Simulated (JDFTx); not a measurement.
# CaO under changes of volume

One of the cells (13.886 Å³/atom); the others are scaled copies at fixed shape and fractional positions:

```
Ca O
1.0
     0.00000    2.40356    2.40356
     2.40356    0.00000    2.40356
     2.40356    2.40356    0.00000
Ca O
1 1
Direct
  0.00000 0.00000 0.00000
  0.50000 0.50000 0.50000
```

The cell is a database's computed one.

- Program: JDFTx 1.7.0 (patched build)
- Functional: PBEsol
- Potentials or basis: PseudoDojo-SR-PBEsol-0.4.1-standard with smoothed tails
- Cutoff: 1143 eV
- Density cutoff: 9143 eV
- k mesh: 10 × 10 × 10
- Occupations: fermi-dirac, width 0.05 eV
- Spin: no spin polarisation

```tsv
volume (Å³/atom)	energy over the lowest point (meV/atom)	pressure (GPa)	gap on the mesh (eV)
13.052	5.67	4.3	3.53
13.330	?	?	?
13.608	0.00	-0.9	3.55
13.886	3.34	-3.0	3.56
14.163	10.24	-5.0	3.57
14.441	20.31	-6.7	3.57
14.719	33.23	-8.3	3.58
```

Question: What does the run at 13.330 Å³/atom give?

Answer: Energy over the lowest point 0.62 meV/atom; pressure 1.6 GPa; gap on the mesh 3.54 eV.

Worked out: A Birch-Murnaghan fit of order 3 (a polynomial in V^(-2/3)) to the other rows has its minimum at 13.51 Å³/atom with B0 = V·E''(V) = 116 GPa and B' = 4.5. It gives 0.61 meV/atom at 13.330 Å³/atom, against the run's 0.62, and -dE/dV = 1.6 GPa, against 1.6. A straight line through the other rows of the gap, of slope 0.408 eV per unit of ln V, gives 3.54 eV, against the run's 3.54.

Energies are extrapolated to zero smearing.

A mesh can miss the band edges.
